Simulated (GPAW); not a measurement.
The system is Ru.

```xyz
2
Lattice="2.7058 0.0000 0.0000 -1.3529 2.3433 0.0000 0.0000 0.0000 4.2819" Properties=species:S:1:pos:R:3 pbc="T T T"
Ru    1.3529    0.7811    3.2114
Ru    0.0000    1.5622    1.0705
```

- Program: GPAW 26.7.0
- Task: relaxation of cell and atoms
- Functional: MS2
- Potentials or basis: GPAW PAW data sets (gpaw-data 1.2.1)
- Cutoff: 600 eV
- Basis: pw
- k mesh: 8 × 8 × 5
- Occupations: fermi-dirac, width 0.05 eV
- Spin: no spin polarisation

At the start: pressure -5.9 GPa; volume 13.57 Å³/atom.

Question: How do energy, volume and symmetry change on relaxing?

Answer: Over 3 steps the energy falls by 4.1 meV/atom and the volume is 13.33 Å³/atom (-1.8 %); space group P6_3/mmc (No. 194, to 0.05 Å).

The path:
| step | energy change (eV) | largest force (eV/Å) | pressure (GPa) | volume (Å³) |
| --- | --- | --- | --- | --- |
| 1 | 0.0000 | 0.0001 | -5.90 | 27.15 |
| 2 | -0.0070 | 0.0000 | -2.40 | 26.86 |
| 3 | -0.0082 | 0.0000 | 0.07 | 26.67 |

Final structure:
```cif
data_structure
_symmetry_space_group_name_H-M 'P 1'
_symmetry_Int_Tables_number 1
_cell_length_a 2.6905
_cell_length_b 2.6905
_cell_length_c 4.2537
_cell_angle_alpha 90.000
_cell_angle_beta 90.000
_cell_angle_gamma 120.000
_cell_volume 26.67
loop_
_atom_site_label
_atom_site_type_symbol
_atom_site_fract_x
_atom_site_fract_y
_atom_site_fract_z
_atom_site_occupancy
Ru1 Ru 0.66667 0.33333 0.75000 1
Ru2 Ru 0.33333 0.66667 0.25000 1
```

Caveat: later steps reuse the first step's grids; the PAW data sets were made with another functional, which shifts forces and pressure a little.
